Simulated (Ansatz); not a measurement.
This cell of SrF₂ (fluorite) is off equilibrium:

```
SrF2
1.0
    0.00000     5.85727     5.85727
    2.92864     2.92864     5.85727
    2.92864     2.92864     0.00000
Sr F
2 4
Direct
  0.00000   0.98862   0.01138
  0.50000   0.01138   0.98862
  0.00000   0.25000   0.25000
  0.50000   0.25000   0.25000
  0.00000   0.75000   0.75000
  0.50000   0.75000   0.75000
```

All values below come from PBE (plane waves to 420 eV, PAW, scalar-relativistic; Ansatz, an electronic-structure program). k mesh 10×10×10 (Γ-centred), Fermi-Dirac smearing 0.05 eV. Compression counts positive. SrF2 was relaxed with its symmetry unable to fall.

Problem. Predict the force on every atom, in eV/Å.

Solution. 
```
atom     Fx     Fy      Fz
----  -----  -----  ------
Sr1   0.000  0.000   0.839
Sr2   0.000  0.000  -0.839
F3    0.000  0.000   0.000
F4    0.000  0.000   0.000
F5    0.000  0.000   0.000
F6    0.000  0.000   0.000
```

(A displaced cell: forces are minus the slopes of the energy, force constants its curvatures, and phonons follow from these.)
